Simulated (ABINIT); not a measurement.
# Au (Fm-3m) in ABINIT: equation of state

Aim: energy against volume of Au in PBE, for its equilibrium volume and stiffness.

All numbers are computed with ABINIT 10.8.3 (patched build); they aren't measurements. Logs are shortened: lines on timing, memory, paths and dates and some standing lists are left out, and cuts for length are marked. The log counts tension as positive stress, the text compression.

## Step 1: The crystal as given

The structure is cubic, space group Fm-3m (No. 225). The conventional cell has a = 4.070 Å, b = 4.070 Å, c = 4.070 Å, α = 90.00°, β = 90.00°, γ = 90.00°. Au (site symmetry m-3m) is surrounded by 12 Au at 2.88 Å.

## Step 2: Equation of state, PBE

Contents of run.abi:

```
# Datasets: one volume each
ndtset 7
getwfk -1
scalecart1 3*0.9795861087
scalecart2 3*0.9864848297
scalecart3 3*0.9932883884
scalecart4 3*1.0000000000
scalecart5 3*1.0066227096
scalecart6 3*1.0131594038
scalecart7 3*1.0196128224

# Pseudopotentials
pp_dirpath "./"
pseudos "Au.GGA_PBE-JTH.xml"

# Structure
acell 3*1.0 Angstrom
rprim
     0.0000000000     2.0350000000     2.0350000000
     2.0350000000     0.0000000000     2.0350000000
     2.0350000000     2.0350000000     0.0000000000
ntypat 1
znucl 79
natom 1
typat 1
xred
     0.0000000000     0.0000000000     0.0000000000

# Plane-wave basis
ecut 20.0
pawecutdg 40.0
pawxcdev 0

# k points
kptopt 1
ngkpt 11 11 11
nshiftk 1
shiftk 0.0 0.0 0.0

# Exchange and correlation
ixc 11

# Bands and occupations
nband 10
occopt 3
tsmear 0.05 eV

# SCF cycle
nstep 100
tolvrs 1.0e-9

# Output
iomode 3
prtwf 1
prtden 0
prteig 0
prtebands 0
enunit 1
```

Potentials or basis: JTH PAW PBE v2.0.

Launch:

```console
> abinit run.abi > log 2>&1
```

run.abo:

```text
.Version 10.8.3 of ABINIT
 DATASET    1 : space group Fm -3 m (#225); Bravais cF (face-center cubic)
================================================================================
 Values of the parameters that define the memory need for DATASET  1.
     intxc =       0    ionmov =       0      iscf =      17    lmnmax =      18
     lnmax =       6     mgfft =      24  mpssoang =       3    mqgrid =    3001
     natom =       1  nloc_mem =       2    nspden =       1   nspinor =       1
    nsppol =       1      nsym =      48    n1xccc =       1    ntypat =       1
    occopt =       3   xclevel =       2
       mpw =         470          nfft =       13824          nkpt =          56
 PAW method is used; the additional fine FFT grid is defined by:
   mgfftf=        32    nfftf =     32768
================================================================================
================================================================================
[... 71 lines left out ...]
 DATASET    7 : space group Fm -3 m (#225); Bravais cF (face-center cubic)
================================================================================
 Values of the parameters that define the memory need for DATASET  7.
     intxc =       0    ionmov =       0      iscf =      17    lmnmax =      18
     lnmax =       6     mgfft =      24  mpssoang =       3    mqgrid =    3001
     natom =       1  nloc_mem =       2    nspden =       1   nspinor =       1
    nsppol =       1      nsym =      48    n1xccc =       1    ntypat =       1
    occopt =       3   xclevel =       2
       mpw =         532          nfft =       13824          nkpt =          56
 PAW method is used; the additional fine FFT grid is defined by:
   mgfftf=        32    nfftf =     32768
================================================================================
================================================================================

--------------------------------------------------------------------------------
------------- Echo of variables that govern the present computation ------------
--------------------------------------------------------------------------------
 -outvars: echo values of preprocessed input variables --------
            acell      1.8897261259E+00  1.8897261259E+00  1.8897261259E+00 Bohr
              amu      1.96966540E+02
             ecut      2.00000000E+01 Hartree
           enunit           1
           getwfk          -1
                       outvar_i_n : Printing only first  50 k-points.
              ixc          11
           jdtset        1    2    3    4    5    6    7
                       outvar_i_n : Printing only first  50 k-points.
         kptrlatt       11    0    0      0   11    0      0    0   11
          kptrlen1     5.86021543E+01
          kptrlen2     5.90148591E+01
          kptrlen3     5.94218710E+01
          kptrlen4     5.98233823E+01
          kptrlen5     6.02195752E+01
          kptrlen6     6.06106224E+01
          kptrlen7     6.09966877E+01
            natom           1
            nband          10
           ndtset           7
            ngfft          24      24      24
          ngfftdg          32      32      32
             nkpt          56
            nstep         100
             nsym          48
           ntypat           1
                       prtocc : prtvol=0, do not print more k-points.
           occopt           3
        pawecutdg      4.00000000E+01 Hartree
         pawxcdev           0
           prtden           0
        prtebands           0
           prteig           0
            rprim1     0.0000000000E+00  1.9934577312E+00  1.9934577312E+00
                       1.9934577312E+00  0.0000000000E+00  1.9934577312E+00
                       1.9934577312E+00  1.9934577312E+00  0.0000000000E+00
            rprim2     0.0000000000E+00  2.0074966284E+00  2.0074966284E+00
                       2.0074966284E+00  0.0000000000E+00  2.0074966284E+00
                       2.0074966284E+00  2.0074966284E+00  0.0000000000E+00
            rprim3     0.0000000000E+00  2.0213418704E+00  2.0213418704E+00
                       2.0213418704E+00  0.0000000000E+00  2.0213418704E+00
                       2.0213418704E+00  2.0213418704E+00  0.0000000000E+00
            rprim4     0.0000000000E+00  2.0350000000E+00  2.0350000000E+00
                       2.0350000000E+00  0.0000000000E+00  2.0350000000E+00
                       2.0350000000E+00  2.0350000000E+00  0.0000000000E+00
            rprim5     0.0000000000E+00  2.0484772140E+00  2.0484772140E+00
                       2.0484772140E+00  0.0000000000E+00  2.0484772140E+00
                       2.0484772140E+00  2.0484772140E+00  0.0000000000E+00
            rprim6     0.0000000000E+00  2.0617793867E+00  2.0617793867E+00
                       2.0617793867E+00  0.0000000000E+00  2.0617793867E+00
                       2.0617793867E+00  2.0617793867E+00  0.0000000000E+00
            rprim7     0.0000000000E+00  2.0749120936E+00  2.0749120936E+00
                       2.0749120936E+00  0.0000000000E+00  2.0749120936E+00
                       2.0749120936E+00  2.0749120936E+00  0.0000000000E+00
          spgroup         225
           tolvrs      1.00000000E-09
           tsmear      1.83746611E-03 Hartree
            typat      1
           useylm           1
                       outvars : Printing only first  50 k-points.
            znucl       79.00000

================================================================================

 chkinp: Checking input parameters for consistency, jdtset=   1.

 chkinp: Checking input parameters for consistency, jdtset=   2.
[... 35 lines left out ...]
 getcut: wavevector=  0.0000  0.0000  0.0000  ngfft=  24  24  24
         ecut(hartree)=     20.000   => boxcut(ratio)=   2.23774

 getcut : COMMENT -
  Note that boxcut > 2.2 ; recall that boxcut=Gcut(box)/Gcut(sphere) = 2
  is sufficient for exact treatment of convolution.
  Such a large boxcut is a waste : you could raise ecut
  e.g. ecut=   25.037470 Hartrees makes boxcut=2

 Fine grid specifications (used for densities):

 getcut: wavevector=  0.0000  0.0000  0.0000  ngfft=  32  32  32
         ecut(hartree)=     40.000   => boxcut(ratio)=   2.10976

--- Pseudopotential description ------------------------------------------------
- pspini: atom type   1  psp file is ./Au.GGA_PBE-JTH.xml
 Pseudopotential format is: paw10
 basis_size (lnmax)=  6 (lmn_size= 18), orbitals=   0   0   1   1   2   2
 Spheres core radius: rc_sph= 2.50869560
 Shapefunction is SIN type: shapef(r)=[sin(pi*r/rshp)/(pi*r/rshp)]**2
 Radius for shape functions =  2.26305713
 Compensation charge density is not taken into account in XC energy/potential

   3.87212569E+02                                ecore*ucvol(ha*bohr**3)
--------------------------------------------------------------------------------

================================================================================

--- !BeginCycle
iteration_state: {dtset: 1, }
solver: {iscf: 17, nstep: 100, nline: 4, wfoptalg: 10, }
tolerances: {tolvrs: 1.00E-09, }
...
[... 161 lines left out ...]
 getcut: wavevector=  0.0000  0.0000  0.0000  ngfft=  24  24  24
         ecut(hartree)=     20.000   => boxcut(ratio)=   2.22209

 getcut : COMMENT -
  Note that boxcut > 2.2 ; recall that boxcut=Gcut(box)/Gcut(sphere) = 2
  is sufficient for exact treatment of convolution.
  Such a large boxcut is a waste : you could raise ecut
  e.g. ecut=   24.688509 Hartrees makes boxcut=2

 Fine grid specifications (used for densities):

 getcut: wavevector=  0.0000  0.0000  0.0000  ngfft=  32  32  32
         ecut(hartree)=     40.000   => boxcut(ratio)=   2.09501
--------------------------------------------------------------------------------
[... 167 lines left out ...]
 getcut: wavevector=  0.0000  0.0000  0.0000  ngfft=  24  24  24
         ecut(hartree)=     20.000   => boxcut(ratio)=   2.20687

 getcut : COMMENT -
  Note that boxcut > 2.2 ; recall that boxcut=Gcut(box)/Gcut(sphere) = 2
  is sufficient for exact treatment of convolution.
  Such a large boxcut is a waste : you could raise ecut
  e.g. ecut=   24.351458 Hartrees makes boxcut=2

 Fine grid specifications (used for densities):

 getcut: wavevector=  0.0000  0.0000  0.0000  ngfft=  32  32  32
         ecut(hartree)=     40.000   => boxcut(ratio)=   2.08066
--------------------------------------------------------------------------------
[... 844 lines left out ...]
-Cartesian components of stress tensor (GPa)         [Pressure=  7.8691E-01 GPa]
- sigma(1 1)= -7.86914457E-01  sigma(3 2)=  0.00000000E+00
- sigma(2 2)= -7.86914457E-01  sigma(3 1)=  0.00000000E+00
- sigma(3 3)= -7.86914457E-01  sigma(2 1)=  0.00000000E+00

== END DATASET(S) ==============================================================
================================================================================

 -outvars: echo values of variables after computation  --------
            acell      1.8897261259E+00  1.8897261259E+00  1.8897261259E+00 Bohr
           etotal1    -3.4150783656E+01
           etotal2    -3.4152577006E+01
           etotal3    -3.4153962003E+01
           etotal4    -3.4154987166E+01
           etotal5    -3.4155695015E+01
           etotal6    -3.4156125456E+01
           etotal7    -3.4156310038E+01
            fcart1    -0.0000000000E+00 -0.0000000000E+00 -0.0000000000E+00
            fcart2    -0.0000000000E+00 -0.0000000000E+00 -0.0000000000E+00
            fcart3    -0.0000000000E+00 -0.0000000000E+00 -0.0000000000E+00
            fcart4    -0.0000000000E+00 -0.0000000000E+00 -0.0000000000E+00
            fcart5    -0.0000000000E+00 -0.0000000000E+00 -0.0000000000E+00
            fcart6    -0.0000000000E+00 -0.0000000000E+00 -0.0000000000E+00
            fcart7    -0.0000000000E+00 -0.0000000000E+00 -0.0000000000E+00
            rprim1     0.0000000000E+00  1.9934577312E+00  1.9934577312E+00
                       1.9934577312E+00  0.0000000000E+00  1.9934577312E+00
                       1.9934577312E+00  1.9934577312E+00  0.0000000000E+00
[... 17 lines left out ...]
                       2.0749120936E+00  2.0749120936E+00  0.0000000000E+00
           strten1    -8.7696824917E-04 -8.7696824917E-04 -8.7696824917E-04
                       0.0000000000E+00  0.0000000000E+00  0.0000000000E+00
           strten2    -6.8705852012E-04 -6.8705852012E-04 -6.8705852012E-04
                       0.0000000000E+00  0.0000000000E+00  0.0000000000E+00
           strten3    -5.1918102102E-04 -5.1918102102E-04 -5.1918102102E-04
                       0.0000000000E+00  0.0000000000E+00  0.0000000000E+00
           strten4    -3.7136043814E-04 -3.7136043814E-04 -3.7136043814E-04
                       0.0000000000E+00  0.0000000000E+00  0.0000000000E+00
           strten5    -2.4142122690E-04 -2.4142122690E-04 -2.4142122690E-04
                       0.0000000000E+00  0.0000000000E+00  0.0000000000E+00
           strten6    -1.2737657284E-04 -1.2737657284E-04 -1.2737657284E-04
                       0.0000000000E+00  0.0000000000E+00  0.0000000000E+00
           strten7    -2.6746678741E-05 -2.6746678741E-05 -2.6746678741E-05
                       0.0000000000E+00  0.0000000000E+00  0.0000000000E+00
 Calculation completed.
```

It took 64 s on 1 thread of Arm Neoverse V2, shared host; peak memory 0.13 GiB.

Results:

| Quantity | Value |
| --- | --- |
| Equilibrium volume | 17.98 Å³/atom (rough: see the caveat) |
| Bulk modulus | 142 GPa (rough) |

Energy against volume, from the lowest point:
```csv
volume (Å³/atom),energy (meV/atom)
15.843,150.38
16.181,101.58
16.518,63.89
16.855,36.00
17.192,16.74
17.529,5.02
17.866,0.00
```

Caveat: pressures at fixed basis lie under the slope of the energies; the minimum lies outside the volumes run. Spin-orbit coupling is left out, which matters for the levels of Au.
